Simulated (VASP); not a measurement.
These are PBEsol GGA, VASP's PBE PAW potentials (set 64) (plane waves; VASP) values and carry that method's errors.

The input files of a VASP run:

INCAR:
```
LWAVE  =  .FALSE.
IBRION  =  2   ! conjugate gradients
NSW  =  60
SYSTEM  =  CsPbI3
LCHARG  =  .FALSE.
LMAXMIX  =  4   ! l cut-off of mixed one-centre charges
PREC  =  Accurate
ISMEAR  =  0
ENCUT  =  520   ! plane-wave cut-off (eV)
EDIFF  =  1E-6
EDIFFG  =  -0.02   ! ionic stop
LREAL  =  .FALSE.
GGA  =  PS   ! PBEsol
SIGMA  =  0.05   ! width (eV)
NELM  =  100
ALGO  =  Normal
LASPH  =  .TRUE.
ISIF  =  3   ! ions, shape and volume
```

File KPOINTS:
```
Automatic mesh
0
gamma
  3 3 3
0 0 0
```

### POSCAR
```
CsPbI3
1
    6.2598825839    -0.0000000000    -0.0000000000
    0.0000000000     6.2598825839    -0.0000000000
    0.0000000000    -0.0000000000     6.2598825839
Cs Pb I
1 1 3
Direct
  0.0000000000   0.0000000000   0.0000000000
  0.5000000000   0.5000000000   0.5000000000
  0.5000000000   0.0000000000   0.5000000000
  0.0000000000   0.5000000000   0.5000000000
  0.5000000000   0.5000000000   0.0000000000
```

POTCAR, in this order: Cs_sv Pb_d I (PBE.64 set). Program: vasp_std.

Output

**OUTCAR**
```
 ion  position               nearest neighbor table
   1  0.000  0.000  0.000-
   2  0.500  0.500  0.500-   3 3.13   4 3.13   5 3.13   5 3.13   3 3.13   4 3.13
   3  0.500  0.000  0.500-   2 3.13   2 3.13
   4  0.000  0.500  0.500-   2 3.13   2 3.13
   5  0.500  0.500  0.000-   2 3.13   2 3.13
  LATTYP: Found a simple cubic cell.
 ALAT       =     6.2598825839
 Subroutine PRICEL returns:
 Original cell was already a primitive cell.
 Subroutine GETGRP returns: Found 48 space group operations
The static configuration has the point symmetry O_h .
The dynamic configuration has the point symmetry O_h .
 Subroutine INISYM returns: Found 48 space group operations
 Subroutine IBZKPT returns following result:
 Found      4 irreducible k-points:

 Following reciprocal coordinates:
            Coordinates               Weight
  0.000000  0.000000  0.000000      1.000000
  0.333333  0.000000  0.000000      6.000000
  0.333333  0.333333  0.000000     12.000000
  0.333333  0.333333  0.333333      8.000000
   k-points           NKPTS =      4   k-points in BZ     NKDIM =      4   number of bands    NBANDS=     26
   number of dos      NEDOS =    301   number of ions     NIONS =      5
   total plane-waves  NPLWV = 110592
   dimension x,y,z NGX =    48 NGY =   48 NGZ =   48
   dimension x,y,z NGXF=    96 NGYF=   96 NGZF=   96
   ions per type =               1   1   3
   PREC   = accura    normal or accurate (medium, high low for compatibility)
   ISTART =      0    job   : 0-new  1-cont  2-samecut
   ICHARG =      2    charge: 1-file 2-atom 10-const
   ISPIN  =      1    spin polarized calculation?
   LNONCOLLINEAR =      F non collinear calculations
   LSORBIT =      F    spin-orbit coupling
   INIWAV =      1    electr: 0-lowe 1-rand  2-diag
   ENCUT  =  520.0 eV  38.22 Ry    6.18 a.u.  11.64 11.64 11.64*2*pi/ulx,y,z
   NELM   =    100;   NELMIN=  2; NELMDL= -5     # of ELM steps
   EDIFF  = 0.1E-05   stopping-criterion for ELM
   LREAL  =      F    real-space projection
...
```

OSZICAR:
```
       N       E                     dE             d eps       ncg     rms          rms(c)
DAV:   1     0.364213606788E+03    0.36421E+03   -0.17744E+04   208   0.144E+03
DAV:   2     0.251664205708E+02   -0.33905E+03   -0.33183E+03   254   0.312E+02
DAV:   3    -0.138701494818E+02   -0.39037E+02   -0.38943E+02   256   0.112E+02
DAV:   4    -0.154332483799E+02   -0.15631E+01   -0.15615E+01   296   0.303E+01
DAV:   5    -0.154841187214E+02   -0.50870E-01   -0.50865E-01   258   0.367E+00    0.372E+00
DAV:   6    -0.152321044474E+02    0.25201E+00   -0.49717E-01   286   0.513E+00    0.245E+00
DAV:   7    -0.152053325424E+02    0.26772E-01   -0.33534E-01   280   0.296E+00    0.961E-01
DAV:   8    -0.152075631300E+02   -0.22306E-02   -0.45442E-02   218   0.178E+00    0.243E-01
DAV:   9    -0.152076440707E+02   -0.80941E-04   -0.46614E-03   284   0.596E-01    0.857E-02
DAV:  10    -0.152078214185E+02   -0.17735E-03   -0.78297E-04   240   0.221E-01    0.297E-02
DAV:  11    -0.152078734157E+02   -0.51997E-04   -0.25264E-04   228   0.902E-02    0.331E-02
DAV:  12    -0.152078726850E+02    0.73068E-06   -0.17422E-05   280   0.223E-02    0.183E-02
DAV:  13    -0.152078719684E+02    0.71661E-06   -0.32759E-06   184   0.121E-02
   1 F= -.15207872E+02 E0= -.15207872E+02  d E =-.152079E+02
       N       E                     dE             d eps       ncg     rms          rms(c)
DAV:   1    -0.153276118848E+02   -0.11974E+00   -0.29913E+00   264   0.172E+01    0.175E+00
DAV:   2    -0.152351521747E+02    0.92460E-01   -0.18074E-01   236   0.452E+00    0.670E-01
DAV:   3    -0.152156537867E+02    0.19498E-01   -0.74007E-02   266   0.244E+00    0.281E-01
DAV:   4    -0.152155130862E+02    0.14070E-03   -0.12551E-03   214   0.229E-01    0.219E-01
DAV:   5    -0.152154181587E+02    0.94928E-04   -0.72826E-04   274   0.214E-01    0.573E-02
DAV:   6    -0.152154193919E+02   -0.12333E-05   -0.75731E-05   234   0.843E-02    0.583E-03
DAV:   7    -0.152154205041E+02   -0.11122E-05   -0.53471E-06   214   0.133E-02    0.464E-03
DAV:   8    -0.152154203644E+02    0.13967E-06   -0.58469E-07   146   0.523E-03
   2 F= -.15215420E+02 E0= -.15215420E+02  d E =-.754840E-02
       N       E                     dE             d eps       ncg     rms          rms(c)
DAV:   1    -0.152277452871E+02   -0.12325E-01   -0.31839E-01   264   0.571E+00    0.567E-01
DAV:   2    -0.152180148545E+02    0.97304E-02   -0.18938E-02   236   0.146E+00    0.218E-01
DAV:   3    -0.152159410849E+02    0.20738E-02   -0.78640E-03   266   0.802E-01    0.903E-02
DAV:   4    -0.152159304228E+02    0.10662E-04   -0.13274E-04   226   0.752E-02    0.725E-02
DAV:   5    -0.152159248464E+02    0.55764E-05   -0.74798E-05   268   0.685E-02    0.188E-02
DAV:   6    -0.152159258657E+02   -0.10192E-05   -0.85455E-06   218   0.285E-02    0.181E-03
DAV:   7    -0.152159259146E+02   -0.48892E-07   -0.49011E-07   136   0.441E-03
   3 F= -.15215926E+02 E0= -.15215926E+02  d E =-.805395E-02
```

**OUTCAR**
```
------------------------ aborting loop because EDIFF is reached ----------------------------------------
  FORCE on cell =-STRESS in cart. coord.  units (eV):
  Direction    XX          YY          ZZ          XY          YZ          ZX
  --------------------------------------------------------------------------------------
  Total       -0.0009686     -0.0009686     -0.0009686     -0.0000000      0.0000000     -0.0000000
  in kB       -0.0064852     -0.0064852     -0.0064852     -0.0000000      0.0000000     -0.0000000
  external PRESSURE =      -0.0064852 kB  Pullay stress =       0.0000000 kB
  volume of cell :      239.29
      direct lattice vectors                 reciprocal lattice vectors
     6.208294294 -0.000000000  0.000000000     0.161074838  0.000000000 -0.000000000
    -0.000000000  6.208294294  0.000000000     0.000000000  0.161074838  0.000000000
     0.000000000 -0.000000000  6.208294294    -0.000000000 -0.000000000  0.161074838
 POSITION                                       TOTAL-FORCE (eV/Angst)
 -----------------------------------------------------------------------------------
      0.00000      0.00000      0.00000        -0.000000      0.000000      0.000000
      3.10415      3.10415      3.10415         0.000000     -0.000000      0.000000
      3.10415     -0.00000      3.10415        -0.000000      0.000000      0.000000
      0.00000      3.10415      3.10415        -0.000000      0.000000      0.000000
      3.10415      3.10415      0.00000        -0.000000      0.000000      0.000000
 -----------------------------------------------------------------------------------
    total drift:                                0.000000     -0.000000     -0.000000
  FREE ENERGIE OF THE ION-ELECTRON SYSTEM (eV)
  ---------------------------------------------------
  free  energy   TOTEN  =       -15.2159259146 eV

  energy  without entropy=      -15.2159259146  energy(sigma->0) =      -15.21592591

 reached required accuracy - stopping structural energy minimisation
```
(Selected blocks of OUTCAR.)

CONTCAR:
```
CsPbI3
   1.00000000000000
     6.2082942943445376   -0.0000000000000000    0.0000000000000000
    -0.0000000000000000    6.2082942943445376    0.0000000000000000
     0.0000000000000000   -0.0000000000000000    6.2082942943445376
  Cs              Pb              I
     1     1     3
Direct
     0.0000000000000000    0.0000000000000000    0.0000000000000000
     0.5000000000000000    0.5000000000000000    0.5000000000000000
     0.5000000000000000    0.0000000000000000    0.5000000000000000
     0.0000000000000000    0.5000000000000000    0.5000000000000000
     0.5000000000000000    0.5000000000000000    0.0000000000000000
```

Energy and stress use the plane-wave basis of the starting cell.

The compound is CsPbI3 in the cubic perovskite structure, the ideal cubic form; the compound distorts at low or room temperature. This run relaxes it. Symmetry was kept, so distortions that lower it aren't found. The start is the result of an earlier pass.
